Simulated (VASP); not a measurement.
# MgO (P6_3mc) in VASP: further runs

One crystal, MgO, is run at these levels: PBEsol; tasks: single point.

All numbers are computed with VASP 6.6.1; they aren't measurements. Logs are shortened: lines on timing, memory, paths and dates and some standing lists are left out, and cuts for length are marked.

## (1) The structure

The structure is hexagonal, space group P6_3mc (No. 186). Conventional cell: a = 3.308 Å, b = 3.308 Å, c = 4.983 Å, α = 90.00°, β = 90.00°, γ = 120.00°. Mg (site symmetry 3m) is surrounded by 4 O at 1.97 to 1.99 Å. Around O (site symmetry 3m) lie 4 Mg at 1.97 to 1.99 Å.

Measurements of this composition are mostly on another form, of space group No. 225.

## (2) Single point, PBEsol

File INCAR:

```
ALGO = Normal
EDIFF = 1E-7
ENCUT = 520
GGA = PS
ISIF = 2
ISMEAR = 0
LASPH = True
LCHARG = True
LELF = True
LREAL = False
LVHAR = True
LWAVE = False
NBANDS = 16
NELM = 100
PREC = Accurate
SIGMA = 0.05
```

File KPOINTS:

```
k-points
0
Gamma
  9 9 6
```

File POSCAR:

```
MgO
1.0
    3.3077869865      0.0000000000      0.0000000000
   -1.6538934933      2.8646275606      0.0000000000
    0.0000000000      0.0000000000      4.9828816700
Mg O
2 2
Direct
    0.3333333333      0.6666666667      0.0021597400
    0.6666666667      0.3333333333      0.5021597400
    0.3333333333      0.6666666667      0.4024402600
    0.6666666667      0.3333333333      0.9024402600
```

Potentials or basis: VASP PAW PBE potentials, release 64 (Mg, O).

Started as:

```
$ cat potpaw_PBE.64/Mg/POTCAR potpaw_PBE.64/O/POTCAR > POTCAR
$ mpirun -np 1 vasp_std > vasp.out
```

OUTCAR:

```text
EDIFF = 1E-7
   ENCUT = 520
   GGA = PS
   ISIF = 2
   ISMEAR = 0
   LASPH = True
   LREAL = False
   NELM = 100
   PREC = Accurate

 ion  position               nearest neighbor table
   1  0.333  0.667  0.002-   4 1.97   4 1.97   4 1.97   3 1.99   2 3.14   2 3.14   2 3.14   2 3.14
                             2 3.14   2 3.14
   2  0.667  0.333  0.502-   3 1.97   3 1.97   3 1.97   4 1.99   1 3.14   1 3.14   1 3.14   1 3.14
                             1 3.14   1 3.14
   3  0.333  0.667  0.402-   2 1.97   2 1.97   2 1.97   1 1.99
   4  0.667  0.333  0.902-   1 1.97   1 1.97   1 1.97   2 1.99

  LATTYP: Found a hexagonal cell.
 ALAT       =     3.3077869865
 C/A-ratio  =     1.5064094787

  Lattice vectors:

 A1 = (   3.3077869865,   0.0000000000,   0.0000000000)
 A2 = (  -1.6538934933,   2.8646275606,   0.0000000000)
 A3 = (   0.0000000000,   0.0000000000,   4.9828816700)

Analysis of symmetry for initial positions (statically):
=====================================================================
 Subroutine PRICEL returns:
 Original cell was already a primitive cell.

 Routine SETGRP: Setting up the symmetry group for a
 hexagonal supercell.

 Subroutine GETGRP returns: Found 12 space group operations
 (whereof  6 operations were pure point group operations)
 out of a pool of 24 trial point group operations.

The static configuration has the point symmetry C_3v.
 The point group associated with its full space group is C_6v.

Analysis of symmetry for dynamics (positions and initial velocities):
=====================================================================
 Subroutine PRICEL returns:
 Original cell was already a primitive cell.

 Routine SETGRP: Setting up the symmetry group for a
 hexagonal supercell.

 Subroutine GETGRP returns: Found 12 space group operations
 (whereof  6 operations were pure point group operations)
 out of a pool of 24 trial point group operations.

The dynamic configuration has the point symmetry C_3v.
 The point group associated with its full space group is C_6v.

 Subroutine INISYM returns: Found 12 space group operations
 (whereof  6 operations are pure point group operations),
 and found     1 'primitive' translations

----------------------------------------------------------------------------------------

                                     Primitive cell

  volume of cell :      47.2157

  direct lattice vectors                    reciprocal lattice vectors
     3.307786987  0.000000000  0.000000000     0.302316928  0.174542760  0.000000000
    -1.653893493  2.864627561  0.000000000     0.000000000  0.349085519  0.000000000
     0.000000000  0.000000000  4.982881670     0.000000000  0.000000000  0.200687086

  length of vectors
     3.307786987  3.307786987  4.982881670     0.349085519  0.349085519  0.200687086

  position of ions in fractional coordinates (direct lattice)
     0.333333333  0.666666667  0.002159740
     0.666666667  0.333333333  0.502159740
     0.333333333  0.666666667  0.402440260
     0.666666667  0.333333333  0.902440260

  ion indices of the primitive-cell ions
   primitive index   ion index
                 1           1
                 2           2
                 3           3
                 4           4

----------------------------------------------------------------------------------------

 KPOINTS: k-points

Automatic generation of k-mesh.
 Grid dimensions read from file:
 generate k-points for:    9    9    6

 Generating k-lattice:

  Cartesian coordinates                     Fractional coordinates (reciprocal lattice)
     0.033590770  0.019393640  0.000000000     0.111111111 -0.000000000  0.000000000
     0.000000000  0.038787280  0.000000000     0.000000000  0.111111111  0.000000000
     0.000000000  0.000000000  0.033447848     0.000000000  0.000000000  0.166666667

  Length of vectors
     0.038787280  0.038787280  0.033447848

  Shift w.r.t. Gamma in fractional coordinates (k-lattice)
     0.000000000  0.000000000  0.000000000

 Subroutine IBZKPT returns following result:
 ===========================================

 Found     48 irreducible k-points:

 Following reciprocal coordinates:
            Coordinates               Weight
  0.000000  0.000000  0.000000      1.000000
  0.111111  0.000000  0.000000      6.000000
  0.222222  0.000000  0.000000      6.000000
  0.333333  0.000000  0.000000      6.000000
  0.444444  0.000000  0.000000      6.000000
  0.111111  0.111111  0.000000      6.000000
[... 16 lines left out ...]
  0.333333  0.222222  0.166667     24.000000
  0.333333  0.333333  0.166667      4.000000
 [... further k-points ...]
   k-points           NKPTS =     48   k-points in BZ     NKDIM =     48   number of bands    NBANDS=     16
   number of dos      NEDOS =    301   number of ions     NIONS =      4
   total plane-waves  NPLWV =  31360
   dimension x,y,z NGX =    28 NGY =   28 NGZ =   40
   dimension x,y,z NGXF=    56 NGYF=   56 NGZF=   80
   ions per type =               2   2
   NGX,Y,Z   is equivalent  to a cutoff of  14.07, 14.07, 13.35 a.u.
   NGXF,Y,Z  is equivalent  to a cutoff of  28.15, 28.15, 26.69 a.u.
 SYSTEM =  unknown system
   PREC   = accura    normal or accurate (medium, high low for compatibility)
   ISTART =      0    job   : 0-new  1-cont  2-samecut
   ICHARG =      2    charge: 1-file 2-atom 10-const
   ISPIN  =      1    spin polarized calculation?
   LNONCOLLINEAR =      F non collinear calculations
   LSORBIT =      F    spin-orbit coupling
   LASPH  =      T    aspherical Exc in radial PAW
   ENCUT  =  520.0 eV  38.22 Ry    6.18 a.u.   6.15  6.15  9.26*2*pi/ulx,y,z
   NELM   =    100;   NELMIN=  2; NELMDL= -5     # of ELM steps
   EDIFF  = 0.1E-06   stopping-criterion for ELM
   LREAL  =      F    real-space projection
   EDIFFG = 0.1E-05   stopping-criterion for IOM
   NSW    =      0    number of steps for IOM
   IBRION =     -1    ionic relax: 0-MD 1-quasi-New 2-CG
   NFREE  =      0    steps in history (QN), initial steepest desc. (CG)
   ISIF   =      2    stress and relaxation
   ISYM   =      2    0-nonsym 1-usesym 2-fastsym
   POTIM  = 0.5000    time-step for ionic-motion
   TEBEG  =    0.0;   TEEND  =   0.0 temperature during run
   PSTRESS=    0.0 pullay stress
   NELECT =      16.0000    total number of electrons
   NUPDOWN=      -1.0000    fix difference up-down
   EMIN   =  10.00;   EMAX   =-10.00  energy-range for DOS
   EFERMI =   0.00;   METHOD = LEGACY
   ISMEAR =     0;   SIGMA  =   0.05  broadening in eV -4-tet -1-fermi 0-gaus
   EFERMI_NEDOS =   21; number of points for ismear=-14 and -15
   IALGO  =     38    algorithm
   IMIX   =      4    mixing-type and parameters
     AMIX     =   0.40;   BMIX     =  1.00
     AMIX_MAG =   1.60;   BMIX_MAG =  1.00
  volume/ion in A,a.u.               =      11.80        79.66
  Fermi-wavevector in a.u.,A,eV,Ry     =   1.141351  2.156842 17.724080  1.302683
  Thomas-Fermi vector in A             =   2.278052
   LORBIT       =      0    0 simple, 1 ext, 2 COOP (PROOUT), +10 PAW based schemes
   GGA     = PS    functional components
   LHFCALC =     F    Hartree Fock is set to
   AEXX    =    0.0000 exact exchange contribution
   IVDW    =     0    specifies the selected vdW correction
   LEPSILON=     F    determine dielectric tensor
   LRPA    =     F    only Hartree local field effects (RPA)
 non-spin polarized calculation
 Gauss-broadening in eV      SIGMA  =   0.05
  energy-cutoff  :      520.00
  volume of cell :       47.22
 maximum number of plane-waves:      1303
 NGX is ok and might be reduce to    28
   NGX = 13   NGY = 13   NGZ = 19

 number of electron      15.9999997 magnetization

 Free energy of the ion-electron system (eV)
  ---------------------------------------------------
  ext. energy  EPLUGINS =         0.00000000
  ---------------------------------------------------
  free energy    TOTEN  =       -24.55016044 eV

  energy without entropy =      -24.55016044  energy(sigma->0) =      -24.55016044

 E-fermi :   1.2588     XC(G=0):  -9.9793

 val. band max:        1.0328148137   @ k =   0.0000   0.0000   0.0000
 cond. band min:       4.3768572963   @ k =   0.0000   0.0000   0.0000
 fundamental gap:      3.3440424826
 Fermi energy:         1.2588456383

 k-point     1 :       0.0000    0.0000    0.0000
  band No.  band energies     occupation
      1     -15.1654      2.00000
      2     -14.3340      2.00000
      3      -2.3038      2.00000
      4       0.2373      2.00000
      5       0.2373      2.00000
      6       0.5827      2.00000
[... 8 lines left out ...]
     15      17.3638      0.00000
     16      17.3638      0.00000

 k-point     2 :       0.1111    0.0000    0.0000
  band No.  band energies     occupation
      1     -15.1024      2.00000
      2     -14.3134      2.00000
      3      -2.1831      2.00000
      4      -0.0692      2.00000
      5       0.1547      2.00000
      6       0.2075      2.00000
[... 8 lines left out ...]
     15      17.0632      0.00000
     16      17.2855      0.00000

 k-point     3 :       0.2222    0.0000    0.0000
  band No.  band energies     occupation
      1     -14.9336      2.00000
      2     -14.2675      2.00000
      3      -1.8431      2.00000
      4      -0.8759      2.00000
      5      -0.3536      2.00000
      6      -0.0194      2.00000
[... 8 lines left out ...]
     15      15.9869      0.00000
     16      16.3230      0.00000

 k-point     4 :       0.3333    0.0000    0.0000
  band No.  band energies     occupation
      1     -14.7144      2.00000
      2     -14.2346      2.00000
      3      -1.6504      2.00000
      4      -1.3382      2.00000
      5      -0.8459      2.00000
      6      -0.1873      2.00000
[... 8 lines left out ...]
     15      15.3364      0.00000
     16      16.4879      0.00000

 k-point     5 :       0.4444    0.0000    0.0000
  band No.  band energies     occupation
      1     -14.5353      2.00000
      2     -14.2443      2.00000
      3      -2.0741      2.00000
      4      -1.1608      2.00000
      5      -0.8440      2.00000
      6      -0.2866      2.00000
[... 8 lines left out ...]
     15      15.0644      0.00000
     16      16.8036      0.00000

 k-point     6 :       0.1111    0.1111    0.0000
  band No.  band energies     occupation
      1     -14.9867      2.00000
      2     -14.2802      2.00000
      3      -1.9523      2.00000
      4      -0.5469      2.00000
      5      -0.3772      2.00000
      6       0.1586      2.00000
[... 8 lines left out ...]
     15      15.9964      0.00000
     16      16.6601      0.00000
[... 267 lines left out ...]
 k-point    21 :       0.4444    0.1111    0.1667
  band No.  band energies     occupation
      1     -14.4625      2.00000
      2     -14.2678      2.00000
      3      -2.1195      2.00000
      4      -1.3815      2.00000
      5      -0.6688      2.00000
      6      -0.2451      2.00000
[... 8 lines left out ...]
     15      14.7302      0.00000
     16      16.8427      0.00000

 k-point    22 :       0.2222    0.2222    0.1667
  band No.  band energies     occupation
      1     -14.5796      2.00000
      2     -14.2547      2.00000
      3      -1.6656      2.00000
      4      -1.5124      2.00000
      5      -0.5078      2.00000
      6      -0.4715      2.00000
[... 8 lines left out ...]
     15      14.7743      0.00000
     16      17.3341      0.00000

 k-point    23 :       0.3333    0.2222    0.1667
  band No.  band energies     occupation
      1     -14.4309      2.00000
      2     -14.2713      2.00000
      3      -1.8675      2.00000
      4      -1.3271      2.00000
      5      -0.8976      2.00000
      6      -0.2432      2.00000
[... 8 lines left out ...]
     15      14.4861      0.00000
     16      17.3384      0.00000

 k-point    24 :       0.3333    0.3333    0.1667
  band No.  band energies     occupation
      1     -14.3283      2.00000
      2     -14.3283      2.00000
      3      -1.7157      2.00000
      4      -1.2082      2.00000
      5      -1.2082      2.00000
      6      -0.4089      2.00000
[... 8 lines left out ...]
     15      14.3218      0.00000
     16      18.2255      0.00000

 [... further k-points ...]

------------------------ aborting loop because EDIFF is reached ----------------------------------------

  FORCE on cell =-STRESS in cart. coord.  units (eV):
  Direction    XX          YY          ZZ          XY          YZ          ZX
  --------------------------------------------------------------------------------------
  -------------------------------------------------------------------------------------
  Total        0.0142242      0.0142242      0.0292870     -0.0000000      0.0000000     -0.0000000
  in kB        0.4826708      0.4826708      0.9938016     -0.0000000      0.0000000     -0.0000000
  external PRESSURE =       0.6530477 kB  Pullay stress =       0.0000000 kB

 VOLUME and BASIS-vectors are now :
 -----------------------------------------------------------------------------
  energy-cutoff  :      520.00
  volume of cell :       47.22
      direct lattice vectors                 reciprocal lattice vectors
     3.307786987  0.000000000  0.000000000     0.302316928  0.174542760  0.000000000
    -1.653893493  2.864627561  0.000000000     0.000000000  0.349085519  0.000000000
     0.000000000  0.000000000  4.982881670     0.000000000  0.000000000  0.200687086

 POSITION                                       TOTAL-FORCE (eV/Angst)
 -----------------------------------------------------------------------------------
     -0.00000      1.90975      0.01076        -0.000000      0.000000      0.009471
      1.65389      0.95488      2.50220         0.000000      0.000000      0.009471
     -0.00000      1.90975      2.00531         0.000000     -0.000000     -0.009471
      1.65389      0.95488      4.49675         0.000000     -0.000000     -0.009471
 -----------------------------------------------------------------------------------
    total drift:                               -0.000000     -0.000000      0.001071

  FREE ENERGIE OF THE ION-ELECTRON SYSTEM (eV)
  ---------------------------------------------------
  free  energy   TOTEN  =       -24.5501604358 eV

  energy  without entropy=      -24.5501604358  energy(sigma->0) =      -24.55016044
```

Wall time 49 s (1 thread of Intel Xeon Platinum 8259CL at 2.50GHz (Skylake/Cascade Lake), shared host); peak memory 0.19 GiB.

What came out:

| Property | Result |
| --- | --- |
| Free energy | -24.5502 eV |
| Pressure | 0.1 GPa |
| Largest force | 0.009 eV/Å |
| Band gap on the k mesh | 3.34 eV, direct |

Forces on the atoms (eV/Å):
```
Mg   0.000  0.000  0.009
Mg   0.000  0.000  0.009
O    0.000  0.000 -0.009
O    0.000  0.000 -0.009
```

Caveat: the PAW data sets were made with another functional, which shifts forces and pressure a little; an odd mesh through Γ misses points on the zone boundary, where band edges often lie.

## (3) Single point, PBEsol

File INCAR:

```
PREC = Accurate ; ENCUT = 520
EDIFF = 1E-6 ; ISMEAR = 0
SIGMA = 0.05 ; LREAL = False
LASPH = True ; NELM = 100
ALGO = Normal ; ISIF = 2
LWAVE = False ; LCHARG = True
GGA = PS ; LELF = True
LVHAR = True ; NBANDS = 16
```

File KPOINTS:

```
regular mesh
0
Gamma
  9 9 6
```

POSCAR is that of step 2.

Potentials or basis: VASP PAW PBE potentials, release 64 (Mg, O).

Started as:

```
$ cat potpaw_PBE.64/Mg/POTCAR potpaw_PBE.64/O/POTCAR > POTCAR
$ mpirun -np 1 vasp_std > vasp.out
```

It took 48 s on 1 thread of Intel Xeon Platinum 8259CL at 2.50GHz (Skylake/Cascade Lake), shared host; peak memory 0.19 GiB.

The run converged. Its results:

- Free energy: -24.5502 eV
- Pressure: 0.1 GPa
- Largest force: 0.009 eV/Å
- Band gap on the k mesh: 3.34 eV, direct

Forces on the atoms (eV/Å):
```
Mg   0.000  0.000  0.009
Mg   0.000  0.000  0.009
O    0.000  0.000 -0.009
O    0.000  0.000 -0.009
```

Levels at points of the mesh, in eV from the valence-band top:
| k point | band 6 | band 7 | band 8 | band 9 | band 10 | band 11 |
| --- | --- | --- | --- | --- | --- | --- |
| (0.00, 0.00, 0.00) | -0.45 | -0.45 | 0.00 | 3.34 | 8.40 | 10.22 |
| (0.00, 0.00, 0.50) | -0.63 | -0.63 | -0.63 | 5.88 | 5.88 | 13.09 |

Caveat: the PAW data sets were made with another functional, which shifts forces and pressure a little; an odd mesh through Γ misses points on the zone boundary, where band edges often lie.
